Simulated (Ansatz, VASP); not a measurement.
# One calculation of H, two programs

```
CELL_PARAMETERS angstrom
2.62348 -2.56690 0.00000
2.62348 2.56690 0.00000
0.00000 0.00000 4.14182
ATOMIC_POSITIONS crystal
H 0.95330 0.04670 0.06851
H 0.45330 0.54670 0.43149
H 0.54670 0.45330 0.56851
H 0.04670 0.95330 0.93149
```

Alike in both runs: task single point; functional r2SCAN; k mesh 8 × 8 × 8; occupations gaussian, width 0.02 eV; no spin polarisation.

|  | VASP | Ansatz |
| --- | --- | --- |
| version | VASP 6.6.1 | Ansatz 0.2.0 |
| potentials or method | VASP PAW PBE potentials, release 64 (H) | scalar-relativistic, plane waves, PAW |
| plane-wave cutoff (eV) | 520 | 500 |
| valence electrons in the cell | 4 | 4 |

VASP gave:

```
gap on the k mesh at the Fermi level (eV) : 10.10
least direct gap on the mesh (eV)         : 10.71
pressure (GPa)                            : -0.2
rms of the force components (eV/Å)        : 0.015
```

Task: Estimate Ansatz's values.

Result: gap on the k mesh at the Fermi level (eV): 10.09; least direct gap on the mesh (eV): 10.70; pressure (GPa): 0.0; rms of the force components (eV/Å): 0.018.

Atom by atom the forces differ by 0.003 eV/Å (rms over components).

Caveats: the PAW data sets were made with another functional, which shifts forces and pressure a little (VASP). A k mesh can miss the band edges. r2SCAN opens gaps a little over a GGA but as a rule still falls short of measured ones.
